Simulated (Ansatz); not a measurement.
ZnS (Wurtzite-6H) under changes of volume

One of the cells (19.600 Å³/atom); the others are scaled copies at fixed shape and fractional positions:

```
Zn S
1.0
     3.81200    0.00000    0.00000
    -1.90600    3.30129    0.00000
     0.00000    0.00000   18.68999
Zn S
6 6
Direct
  0.33333 0.66667 0.83333
  0.66667 0.33333 0.33333
  0.66667 0.33333 0.66667
  0.33333 0.66667 0.16667
  0.00000 0.00000 0.50000
  0.00000 0.00000 0.00000
  0.33333 0.66667 0.95833
  0.66667 0.33333 0.45833
  0.66667 0.33333 0.79167
  0.33333 0.66667 0.29167
  0.00000 0.00000 0.62500
  0.00000 0.00000 0.12500
```

| Item | Value |
| --- | --- |
| Program | Ansatz 0.2.0 |
| Functional | r2SCAN |
| Dispersion | D3(BJ) |
| Potentials or basis | Ansatz PAW |
| Cutoff | 500 eV (not typed: the program's choice for these potentials) |
| k mesh | 8 × 8 × 2 |
| Occupations | fermi-dirac, width 0.05 eV |
| Spin | no spin polarisation |

| volume (Å³/atom) | energy over the lowest point (meV/atom) | pressure (GPa) | gap on the mesh (eV) | largest force (eV/Å) |
| --- | --- | --- | --- | --- |
| 18.424 | ? | ? | ? | ? |
| 18.816 | 2.81 | 2.1 | 2.92 | 0.037 |
| 19.208 | 0.00 | 0.3 | 2.82 | 0.034 |
| 19.600 | 1.32 | -1.3 | 2.72 | 0.031 |
| 19.992 | 6.34 | -2.8 | 2.63 | 0.028 |
| 20.384 | 14.68 | -4.0 | 2.54 | 0.025 |
| 20.776 | 26.01 | -5.2 | 2.46 | 0.024 |

**Question.** What does the run at 18.424 Å³/atom give?

**Answer.** Energy over the lowest point 10.22 meV/atom; pressure 4.0 GPa; gap on the mesh 3.02 eV; largest force 0.040 eV/Å.

Worked out: A Birch-Murnaghan fit of order 3 (a polynomial in V^(-2/3)) to the other rows has its minimum at 19.27 Å³/atom with B0 = V·E''(V) = 81 GPa and B' = 4.3 at fixed shape and positions, which overstates the stiffness. It gives 10.22 meV/atom at 18.424 Å³/atom, against the run's 10.22, and -dE/dV = 4.0 GPa, against 4.0. A straight line through the other rows of the gap, of slope -4.66 eV per unit of ln V (its deformation potential), extrapolates to 3.01 eV, against the run's 3.02.

Energies are extrapolated to zero smearing.

Caveats: the cell's inner coordinates are idealised or old, which leaves forces on the atoms; the PAW data sets come from PBE, with cores solved anew for the run's functional, which leaves a small shift of forces and pressure; the dispersion damping was fitted for another functional or another form of the correction.

A mesh can miss the band edges.
